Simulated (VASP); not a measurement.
VASP inputs for SiC (strained wurtzite)

INCAR

```
EDIFF = 1E-7
NELM = 120
LCHARG = .TRUE.
ALGO = Normal
METAGGA = R2SCAN
LASPH = .TRUE.
NBANDS = 16
SIGMA = 0.01
LELF = .TRUE.
ENCUT = 520
LWAVE = .FALSE.
ISMEAR = 0
IBRION = -1
ISIF = 2
PREC = Accurate
NSW = 0
LREAL = .FALSE.
```

KPOINTS

```
KPOINTS created by Atomic Simulation Environment
0
Gamma
12 12 6
0 0 0
```

KPOINTS_OPT

```
special points
6
Reciprocal
0.0000000000 0.0000000000 0.0000000000 1
0.5000000000 0.0000000000 0.0000000000 1
0.3333333333 0.3333333333 0.0000000000 1
0.0000000000 0.0000000000 0.5000000000 1
0.5000000000 0.0000000000 0.5000000000 1
0.3333333333 0.3333333333 0.5000000000 1
```

POSCAR

```
Si C
 1.0000000000000000
     3.0446026768352743    0.0000000000000000    0.0000000000000000
    -1.5223013384176372    2.6367032625694513    0.0000000000000000
     0.0000000000000000    0.0000000000000000    4.9976270101000004
 Si  C
   2   2
Cartesian
 -0.0000000000000000  1.7578021750463011 -0.0019828898376852
  1.5223013384176367  0.8789010875231505  2.4968306152123150
 -0.0000000000000000  1.7578021750463011  1.8760930186251852
  1.5223013384176367  0.8789010875231505  4.3749065236751852
```

VASP ran with the recommended PBE PAW datasets (16 valence electrons in the cell).

Question: Estimate the main results of this run.

Answer: gap between bands v and c 2.61 eV; least direct gap 4.56 eV; pressure 7.1 GPa.

Band v is the last that the valence electrons fill when counted band by band, and c is the next. Levels in eV from the top of v:

| point | v−1 | v | c | c+1 |
| --- | --- | --- | --- | --- |
| Γ | 0.00 | 0.00 | 5.65 | 7.11 |
| M | -3.45 | -1.27 | 3.29 | 4.70 |
| K | -4.27 | -4.08 | 2.61 | 8.97 |
| A | -0.76 | -0.76 | 6.78 | 6.78 |
| L | -2.47 | -2.47 | 3.80 | 3.80 |
| H | -1.84 | -1.84 | 5.76 | 5.76 |
